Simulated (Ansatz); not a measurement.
# Wurtzite SiC, supercell: how far the smearing width must go

How do energy, forces and time move with the smearing width?

Method: Kohn-Sham DFT, PBE, PAW set soft_1, plane waves, in Ansatz 0.2.0.

**1. The starting structure**

The cell holds 252 atoms: 126 Si and 126 C. Cell: a = 9.228 Å, b = 9.228 Å, c = 35.336 Å, α = 90.0°, β = 90.0°, γ = 120.0°. Wurtzite SiC (a = 3.076 A, c = 5.048 A), 3 x 3 x 7 conventional cells; positions undisplaced.

**2. Script and output**

The script builds the cell with ASE, so the structure can be rebuilt from this text. Only Γ is sampled; the cell is 7.9 Å or more across in its periodic directions. That is coarse for a crystal this narrow. The PAW files are read from a folder beside the script (Ansatz's set soft_1), and the density starts from superposed atoms. The narrowest smearing is the reference; the free energy moves with the width through its entropy term.

The input, scan.py:

```python
import time
import warnings
import numpy as np
from ase.build import bulk
import ansatz as az

warnings.simplefilter("ignore", az.DeckWarning)
u = bulk('SiC', 'wurtzite', a=3.076, c=5.048, u=0.375)
atoms = u.repeat([3, 3, 7])
atoms.wrap()
print(f"{len(atoms)} atoms ({atoms.get_chemical_formula()}), volume {atoms.get_volume():.1f} A^3")

base = (
    az.Crystal.from_ase(atoms)
    .calculation()
    .functional("pbe")
    .pseudopotentials("paw", azcp={"folder": "./paw"}, xc_functional="pbe")
    .basis(450)
    .kpoints(1, 1, 1)
    .forces()
    .band_table()
    .stress()
)

def gap_of(report):
    e = np.concatenate(report["eigenvalues_ev"]); f = np.concatenate(report["occupations"])
    f = f / f.max()  # a half-filled level counts on both sides, so the gap is then zero
    return e[f > 0.3].max(), e[f < 0.7].min()

rows = []
for width in [0.5, 0.3, 0.2, 0.1, 0.05, 0.02]:
    start = time.time()
    try:
        r = base.occupations("fermi_dirac", width=width).run(threads=8).report
    except az.AnsatzError as error:
        print(width, 'failed:', str(error)[:110])
        continue
    homo, lumo = gap_of(r)
    rows.append((width, r['free_energy_ev'] / len(atoms), np.array(r['forces_ev_ang']), max(lumo - homo, 0), np.trace(r['stress_gpa']) / 3, r['n_iterations'], time.time() - start))
    print(width, f"F = {r['free_energy_ev']:.4f} eV, {r['n_iterations']} iterations, {time.time() - start:.0f} s", flush=True)

ref = rows[-1]
scale = np.sqrt(np.mean(ref[2] ** 2))
print(f"r.m.s. force of the reference: {scale:.3f} eV/A")
print("   width  dE (meV/atom)  dF rms (meV/A)  dF (%)  gap (eV)  P (GPa)  iter  time (s)")
for name, e, f, gap, p, n, t in rows:
    df = np.sqrt(np.mean((f - ref[2]) ** 2))
    print(f"{str(name):>8s} {1000 * (e - ref[1]):14.2f} {1000 * df:15.2f} {100 * df / scale:7.2f} {gap:9.3f} {p:8.2f} {n:5d} {t:9.1f}")
```

The run is started by

```sh
> python scan.py
```

The log of the run:

```text
252 atoms (C126Si126), volume 2605.9 A^3
0.5 F = -111751.0430 eV, 8 iterations, 38 s
0.3 F = -111748.5746 eV, 8 iterations, 35 s
0.2 F = -111748.3987 eV, 8 iterations, 35 s
0.1 F = -111748.3844 eV, 8 iterations, 27 s
0.05 F = -111748.3844 eV, 8 iterations, 25 s
0.02 F = -111748.3844 eV, 8 iterations, 25 s
r.m.s. force of the reference: 0.115 eV/A
   width  dE (meV/atom)  dF rms (meV/A)  dF (%)  gap (eV)  P (GPa)  iter  time (s)
     0.5         -10.55           38.99   33.87     2.198     4.39     8      38.0
     0.3          -0.75            7.19    6.25     2.181     4.21     8      35.5
     0.2          -0.06            0.98    0.85     2.178     4.21     8      34.8
     0.1          -0.00            0.00    0.00     2.178     4.22     8      26.8
    0.05          -0.00            0.00    0.00     2.178     4.22     8      25.0
    0.02           0.00            0.00    0.00     2.178     4.22     8      24.9
```

Run time: 3.1 min. Hardware: 8 threads of AMD EPYC 7B13 (Zen 3), shared host; peak memory 5.7 GiB; 23 min of CPU time.

**3. Summary of results**

* reference run: 0.02, 25 s
* r.m.s. force component of the reference: 0.115 eV/Å
* largest r.m.s. force difference: 39.0 meV/Å (0.5)
* smallest r.m.s. force difference: 0 meV/Å (0.1)
* energy differences: -10.6 to 0 meV/atom
* pressure: 4.21 GPa (0.3) to 4.39 GPa (0.5)

**Reading.** Widths up to 0.2 eV keep the forces within 1 % of those at the narrowest. That holds here because a gap keeps the occupations nearly whole; it need not in a metal. The k-sampling is coarse for a crystal this narrow and wasn't tested: pressures can be off by a GPa or more, gaps can be off by tenths of an eV or more and small forces by their own size; differences on the same mesh are the more reliable part, a hybrid's apart.

[Logs are printed without paths, hosts, clocks, repeated set-up lines and the standing remarks that a program may print on its own settings, such as how far it seeks lower states.]

[Hosts, paths, dates, database ids (printed as entryN), source tags and the programs' standing remarks are cut or masked in the printed files.]

[Scripts of this kind were picked in part by their result: those with far moves, changed bonds, near-zero gaps or large misses at database cells are mostly left out.]
